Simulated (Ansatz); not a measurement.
Consider the substitution at a C–Se bond: `C[O][SnH2][Se]C` + `N=C(N)O` → `CNC(=N)O` + `C[O][SnH2][SeH]`.

Computed with Ansatz on PBE0-D4/def2-TZVP structures; ΔE is electronic, products minus reactants. CCSD(T)/CBS is the MP2 limit (def2-TZVPP, def2-QZVPP) plus CCSD(T) − MP2 in def2-TZVPP, frozen cores. DFT in def2-TZVPP. B3LYP here is the variant with VWN-RPA as its local correlation; programs differ in this. Elements past krypton have def2 core potentials. For Se, Sn outer-core shells are correlated without core-valence functions, which leaves a few kJ/mol of doubt a bond. Scalar relativity is left out up to krypton. Each species was taken in one conformer, which may not be the lowest.

`C[O][SnH2][Se]C`:

Cartesian coordinates in Å:
```
C -0.167 0.298 -2.038
O -0.716 1.390 -1.349
Sn -0.864 1.313 0.611
Se 1.319 0.546 1.595
C 0.971 -1.381 1.480
H -0.140 0.542 -3.104
H 0.862 0.078 -1.719
H -0.765 -0.618 -1.921
H -2.043 0.126 0.977
H -1.238 2.909 1.048
H 1.003 -1.714 0.445
H 1.767 -1.865 2.043
H 0.011 -1.624 1.931
```

`N=C(N)O`:

Z-matrix (Å, degrees):
```
C
N 1 1.363
O 1 1.359 2 109.6
N 1 1.268 2 122.3 3 178.4
H 2 1.004 1 117.1 3 24.2
H 2 1.004 1 114.8 3 167.0
H 3 0.961 1 108.5 2 -180.0
H 4 1.014 1 112.8 2 -175.5
```

`CNC(=N)O`:

Z-matrix (Å, degrees):
```
C
N 1 1.439
H 1 1.090 2 109.4
H 1 1.090 2 108.9 3 119.0
H 1 1.096 2 112.6 3 -119.7
C 2 1.355 1 120.5 3 52.4
H 2 1.004 1 118.9 3 -153.3
O 6 1.362 2 109.6 1 172.1
N 6 1.271 2 122.5 1 -8.8
H 8 0.961 6 108.3 2 -178.9
H 9 1.014 6 112.6 2 -176.0
```

`C[O][SnH2][SeH]`:

```xyz
10

C    -0.589    0.072   -1.539
O     0.703    0.297   -1.036
Sn    1.103   -0.125    0.838
Se   -0.539    1.102    2.317
H    -0.867   -0.992   -1.521
H    -1.355    0.635   -0.989
H    -0.612    0.404   -2.581
H     2.668    0.489    1.059
H     0.899   -1.805    1.057
H    -1.409   -0.078    2.395
```

(1) Is it downhill or uphill in electronic energy at CCSD(T)/CBS, and by how much? (Best estimate.)

(2) What do these levels give: PBE0-D4, r2SCAN, PBE0, B3LYP, HF/def2-TZVPP, MP2/def2-TZVPP, SCS-MP2/def2-TZVPP, CCSD/def2-TZVPP, CCSD(T)/def2-TZVPP, MP2/def2-QZVPP, SCS-MP2/def2-QZVPP, HF/CBS(def2)? (An estimate is asked.)

Largest T1 diagnostic among the species: 0.013.

Results:

(1) The calculation gave: Uphill: ΔE = +16.7 kJ/mol.

(2) The calculation gave: PBE0-D4 14.4, r2SCAN 14.4, PBE0 12.6, B3LYP 11.6, HF/def2-TZVPP 7.3, MP2/def2-TZVPP 20.0, SCS-MP2/def2-TZVPP 17.6, CCSD/def2-TZVPP 14.4, CCSD(T)/def2-TZVPP 16.0, MP2/def2-QZVPP 20.2, SCS-MP2/def2-QZVPP 17.9, HF/CBS(def2) 6.8 kJ/mol.

The D4 term adds +3.3 kJ/mol with B3LYP and +1.9 kJ/mol with PBE0; it sums over pairs of atoms, weighted by their polarisabilities, and B3LYP, whose exchange is more repulsive, gets the larger term. In def2-TZVPP, CCSD(T) changes the Hartree–Fock value by +8.7 kJ/mol (the triples alone add +1.6 kJ/mol) and MP2 by +12.7 kJ/mol.
